What is computed

The band gap of a semiconductor is the energy between the highest filled and the lowest empty electron level. The column "gap on path" takes it from levels along lines between special points of the Brillouin zone. The column "direct gap on path" requires both levels to sit at the same point. The two agree in every row, because in GaAs both band edges lie at the zone centre, Γ.

Each row is a density-functional calculation on the same crystal, with the same atomic positions. The main change is the functional, the approximate rule that gives the exchange and correlation energy of the electrons from their density. LDA uses the density alone. The gradient-corrected functionals (GGAs) also use its slope.

Band gaps of GaAs from plane-wave PAW density-functional calculations with ABINIT 10.8.3, in one fixed cell and without spin polarisation or spin-orbit coupling. The plane-wave cutoff is 462.6 eV, the k mesh 8×8×8 and the Fermi-Dirac smearing 0.05 eV. Datasets marked "sp" keep the 3d electrons of arsenic in the core.

```
functional           potentials  gap on path (eV)  direct gap on path (eV)
       LDA  JTH PAW LDA v2.0 sp             0.294                    0.294
    PBEsol     JTH PAW PBE v2.0             0.438                    0.438
    revPBE     JTH PAW PBE v2.0             0.597                    0.597
      BLYP     JTH PAW PBE v2.0             0.350                    0.350
      AM05     JTH PAW PBE v2.0             0.498                    0.498
      BP86     JTH PAW PBE v2.0             0.423                    0.423
     HLE16  JTH PAW PBE v2.0 sp             0.761                    0.761
    LDA-PZ  JTH PAW LDA v2.0 sp             0.296                    0.296
   LDA-VWN  JTH PAW LDA v2.0 sp             0.294                    0.294
      PW91  JTH PAW PBE v2.0 sp             0.470                    0.470
     SOGGA     JTH PAW PBE v2.0             0.481                    0.481
  rPW86PBE  JTH PAW PBE v2.0 sp             0.358                    0.358
```

The three LDA versions agree within 0.003 eV, and every GGA gives a wider gap than they do. Among the GGAs the gap differs a good deal, although no atom has moved. Two rows, BLYP and rPW86PBE, hardly leave the LDA value. They are the ones to explain.

A pattern that looks reasonable

A gradient correction to exchange lowers the energy where the density changes steeply compared with its own size. Separated atoms have more such regions than a bonded crystal, so the correction weakens the bonds. In a cell of fixed size this appears as outward pressure: the crystal would expand if it were allowed to. The pressure, obtained in the same calculations, thus measures how strongly a functional loosens the lattice.

Take LDA, PBEsol and revPBE in turn. The pressure rises from −1.9 to 0.2 and then to 4.65 GPa, and the gap rises with it. It is tempting to read this as a rule in which a functional that loosens the lattice more also opens the gap more. If the rule held, a known lattice error would reveal the error of the gap.

The rule as a formula

PBEsol and revPBE suit a test of this rule. They share one mathematical form with different constants, and both were run with the same atomic datasets. A straight line through these two rows gives a smooth reference:

E_line(P) = E₁ + k (P − P₁)

Here P is the outward pressure, and P₁ and E₁ are the pressure and gap of PBEsol. The slope k follows from the two rows:

k = (0.597 − 0.438) eV / (4.650 − 0.164) GPa = 0.035 eV/GPa

This slope compares functionals in one unchanged cell. It must not be confused with the response of a real GaAs crystal to squeezing, where the atoms do move closer together.

BLYP has a pressure of 6.611 GPa. The line then gives

E_line = 0.438 + 0.0354 × (6.611 − 0.164) = 0.67 eV

The calculation gives 0.35 eV, about 0.32 eV below the line. BLYP was not used to draw the line and lies beyond its upper end, so the figure sizes the break and is no precise measure of it. Its scale is clear all the same: the break is as large as the whole step from LDA to revPBE.

The line does poorly elsewhere too. BP86 lies 0.13 eV below it, while AM05 and SOGGA lie 0.05 and 0.07 eV above. These rows use the same datasets as the two that define the line. The apparent rule therefore came from the choice of three convenient functionals.

Two pairs that locate the cause

BP86 and BLYP use the same exchange part, that of Becke, and the same datasets. They differ in correlation. P86 starts from the uniform electron gas and corrects it for gradients, whereas LYP descends from a formula for the helium atom and does not recover the uniform gas. Going from BP86 to BLYP raises the pressure by 3.2 GPa and lowers the gap by 0.07 eV.

PW91 and rPW86PBE form the second pair. Their datasets are the same and their correlation parts are nearly so, which leaves exchange as the main difference. Compared with PW91, rPW86 enhances exchange less where the gradient is slight and more where it is moderate. Both kinds of region occur in a crystal. Going from PW91 to rPW86PBE also raises the pressure by 3.2 GPa, and it lowers the gap by 0.11 eV.

For a pressure rise of this size the line predicts a gap wider by about 0.11 eV. Both pairs go the other way. The drop within each pair thus has a different source: BLYP falls below its partner through correlation, and rPW86PBE falls below its partner mainly through exchange. Part of BLYP's distance from the line is already present in BP86. No row here keeps the correlation of BP86 and changes its exchange, so the source of that part stays open.

The pairs also avoid a trap in the column "potentials". In the rows marked "sp" the 3d electrons of arsenic are frozen into the core, and in the others they are treated as valence electrons. No functional was run both ways. The small difference between PW91 and SOGGA, for example, cannot be credited to the functionals alone, and neither can the nearness of BLYP to the LDA rows. Each pair above stays within one treatment.

One caution remains for the pairs themselves. All the GGA rows use atomic cores prepared with PBE. Some of the difference within a pair may come from a mismatch between core and functional, and this has not been tested.

Why pressure and gap can part company

The physical reason lies in the shape of the two band-edge states. The lowest empty level at Γ is s-like: its electron has a sizeable density at the nuclei. The highest filled level is p-like, with vanishing density there and lobes directed along the bonds. The gap measures how far the functional places the one above the other.

A sodium atom shows the same distinction in a simpler setting. Its 3s electron penetrates the core more than a 3p electron does, so a change of potential close to the nucleus moves the 3s level more. The comparison ends with this sensitivity. In GaAs the levels are also split by bonding between gallium and arsenic, and a functional changes the potential between the atoms as well as near them.

The calculations carry a trace of this. From LDA-VWN to AM05 the s-like empty level rises by 0.20 eV relative to the valence top. The next empty level at Γ, which is p-like, rises by only 0.007 eV. The wider gap of AM05 is thus a shift of s against p, and not a general lifting of the empty bands. The datasets change between these two rows as well, so the comparison shows which level moves but does not assign the whole shift to the functional.

Perturbation theory puts the argument in compact form. Replace one functional by another and let Δv(r) be the change of the exchange-correlation potential at point r. To first order, with the density held fixed, the gap changes by

ΔE_gap ≈ ∫ Δv(r) [n_s(r) − n_p(r)] d³r

Here n_s and n_p are the densities of one electron in the s-like and in the p-like band-edge state. A potential change that is the same everywhere drops out, since both densities integrate to one. What remains is the part of Δv that distinguishes the two shapes.

The pressure follows a different quantity:

ΔP ≈ −d(ΔE_xc)/dV

ΔE_xc is the change of the exchange-correlation energy of the whole cell, and V is its volume. This expression asks how the energy difference between two functionals varies as the crystal expands. All the valence electrons contribute to it, and no single level is picked out.

The potential is the derivative of the energy with respect to the density. In a GGA it therefore contains second derivatives of the density, which the energy expression itself does not. Two functionals can differ in how the energy varies with volume in one way, and in how the potential treats s and p states in quite another. Theory thus permits the opposite signs found in both pairs. It does not fix the sign in advance, since that depends on the detailed form of Δv(r).

This gives a way to think about a related comparison. To judge whether a new functional will change a gap, first identify the character of the two edge states. If they differ, as s and p do here, the gap is exposed to the shape of the potential. A larger predicted lattice constant is then no evidence for a wider gap.

The row at the top

HLE16 has the widest gap, 0.76 eV, together with a strong inward pressure. It would break the supposed rule in the opposite direction. The run converged and gave no warning of its own. The reason for caution comes from outside it: tests by the makers of these data, on other systems, mark atomic datasets of this kind as unfit for a functional reshaped so strongly. Whether that holds for GaAs has not been tested here. The density changes markedly as well: the atomic sphere of arsenic holds nearly a tenth more valence charge than for PW91 with the same datasets. This run cannot tell how much of that comes from the functional and how much from a possible mismatch with datasets prepared for PBE. Until the value is checked by a calculation without such datasets, it should not be taken as the true result of this functional, nor as a success in widening the gap.

What the breaks mean for a GaAs channel

In a transistor with a GaAs channel, the effective mass of the conduction electrons helps to set how fast they respond to a field. In the standard two-band picture this mass is light because the s-like and p-like edges lie close together and mix. If the strength of the mixing stays about the same, the mass is roughly proportional to the gap. The revPBE gap is 1.7 times the BLYP gap, so a mass read from the revPBE bands should be heavier by about that factor.

Neither choice gives a sound device parameter by itself. The measured gap is roughly 1.5 eV; BLYP reaches about a quarter of it and revPBE about two fifths. Spin-orbit coupling, which these runs leave out, would lower the computed gaps by roughly another 0.1 eV. The shortfall is the familiar failing of LDA and GGA functionals, and it makes the electrons in a channel model too light.

Letting each functional choose its own lattice constant would not repair the two weak rows. Both push outward, so their crystals would expand. In GaAs expansion lowers the s-like conduction edge relative to the valence top, and the gap would shrink further. A good lattice constant is no guarantee either: PBEsol has almost no pressure in this cell, yet its gap is only 0.44 eV. The gap needs a check of its own before the masses are used in a channel model.
